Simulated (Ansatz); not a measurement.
**CuO: stress in a strained cell**

CuO is deformed so: x and y strained by +3 %, z held. What stress and forces result, by LAPW, PAW and all-electron datasets made for the crystal?

Computed with Ansatz 0.2.0 (DFT PBE, scalar-relativistic, unless a step's input says otherwise).

3 further runs of the same task are left out: 2 that didn't finish, 1 set aside as unsound or not needed.

## 1. The structure to begin with

It takes space group F-43m (No. 216, cubic). The conventional cell has a = 4.524 Å, b = 4.524 Å, c = 4.524 Å, α = 90.00°, β = 90.00°, γ = 90.00°. Cu (site symmetry -43m) is surrounded by 4 O at 1.96 Å. O (site symmetry -43m) has 4 Cu at 1.96 Å as nearest neighbours.

Structure file:

```
Cu O
1.0
     0.00000    2.26180    2.26180
     2.26180    0.00000    2.26180
     2.26180    2.26180    0.00000
Cu O
1 1
Cartesian
  0.0000 0.0000 0.0000
  1.1309 1.1309 1.1309
```

Atoms are numbered in the order of the input: Cu1, O2.

## 2. After the deformation

Space group F-43m before, I-4m2 after.

## 3. LAPW, all electrons

File input.yaml:

```yaml
crystal:
  lattice:
    - [0.0, 2.3296556555, 2.2618016073]
    - [2.3296556555, 0.0, 2.2618016073]
    - [2.3296556555, 2.3296556555, 0.0]
  atoms:
    - { symbol: Cu, position: [0.0, 0.0, 0.0] }
    - { symbol: O, position: [0.25, 0.25, 0.25] }
kpoints:
  mp_grid: { grid: [16, 16, 16] }
scf:
  occupations: { method: fermi_dirac, width: 0.05 }
hamiltonian:
  xc: pbe
  pseudopotentials: { kind: all_electron, lapw: { basis_error: 0.001 } }
output:
  forces: true
  stress: true
  eigenvalues: true
```

The run is started by

```console
ansatz run input.yaml --threads 1 --pin off --max-ram 2048MiB --backend cpu --events-out ev --progress --plain --runs-dir out
```

## 4. PAW on the default files

input.yaml, as its differences from that of step 3:

```diff
@@ -14,3 +14,3 @@
   xc: pbe
-  pseudopotentials: { kind: all_electron, lapw: { basis_error: 0.001 } }
+  pseudopotentials: { kind: paw }
 output:
@@ -19 +19,2 @@
   eigenvalues: true
+  efg: { contact_densities: true }
```

## 5. Datasets made for this crystal

input.yaml, as its differences from that of step 4:

```diff
@@ -14,3 +14,3 @@
   xc: pbe
-  pseudopotentials: { kind: paw }
+  pseudopotentials: { kind: all_electron, datasets: crystal }
 output:
```

(Steps that only read results are left out.)

**Question.** What will these runs give? Wanted: pressure; largest shear or deviatoric stress.

**Answer**, as computed:

| quantity | value |
| --- | --- |
| pressure | LAPW -7.08, PAW -7.10, crystal datasets -7.08 GPa |
| largest shear or deviatoric stress (LAPW) | 0.52 GPa |

What this shows: The largest part of the stress beyond the pressure is 0.52 GPa in size, in the zz component; the atoms are carried along and not relaxed. No run of the undeformed cell stands beside it, so the pressure holds what the given cell had before the change. PAW: stress within 0.02 GPa of LAPW. Crystal datasets: stress within 0.01 GPa of LAPW. CuO has an odd count of electrons, so a run without spin can force a false metal and spoil its energy. No U acts on the open 3d shell, so the metal found here may be the functional's error.
